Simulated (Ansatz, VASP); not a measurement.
**Two plane-wave programs on Sb**

File INCAR:

```
SYSTEM = Sb
PREC = Accurate ; ENCUT = 520
EDIFF = 1E-6 ; ISMEAR = 0
SIGMA = 0.15 ; LREAL = .False.
LASPH = .True. ; NELM = 100
ALGO = Fast ; ISIF = 2
LWAVE = .False. ; LCHARG = .False.
GGA = PS ; NBANDS = 8
```

The input KPOINTS:

```
Automatic mesh
0
Gamma
  24 24 24
  0 0 0
```

File POSCAR:

```
Sb
1.0
   -1.6209729544      1.6209729544      2.5653012759
    1.6209729544     -1.6209729544      2.5653012759
    1.6209729544      1.6209729544     -2.5653012759
Sb
1
Direct
    0.0000000000      0.0000000000      0.0000000000
```

Input for Ansatz:

```yaml
crystal:
  lattice:
    - [-1.6209729544, 1.6209729544, 2.5653012759]
    - [1.6209729544, -1.6209729544, 2.5653012759]
    - [1.6209729544, 1.6209729544, -2.5653012759]
  atoms:
    - { symbol: Sb, position: [0.0, 0.0, 0.0] }
basis:
  ecutwfc: 420
kpoints:
  mp_grid: { grid: [24, 24, 24] }
hamiltonian:
  xc: pbesol
scf:
  occupations: { method: gaussian, width: 0.15 }
output:
  forces: true
  stress: true
  eigenvalues: true
```

Alike in both runs: task single point; functional PBEsol; k mesh 24 × 24 × 24; occupations gaussian, width 0.15 eV; no spin polarisation.

|  | VASP | Ansatz |
| --- | --- | --- |
| version | VASP 6.6.1 | Ansatz 0.2.0 |
| potentials or method | VASP PAW PBE potentials, release 64 (Sb) | scalar-relativistic, plane waves, PAW |
| plane-wave cutoff (eV) | 520 | 420 |
| valence electrons in the cell | 5 | 15 |

|  | VASP | Ansatz | Ansatz less VASP |
| --- | --- | --- | --- |
| gap on the k mesh at the Fermi level (eV) | none | none | - |
| pressure (GPa) | -1.7 | -1.7 | +0.03 |
| largest component of the traceless stress (GPa) | 0.74 | 0.76 | +0.017 |

A gap of «none» marks a metal or a gap that the smearing closes. The two sets of potentials don't hold the same shells in valence.

Caveats: the PAW data sets were made with another functional, which shifts forces and pressure a little (VASP). The runs have no spin-orbit coupling, so splittings on Sb are missing.
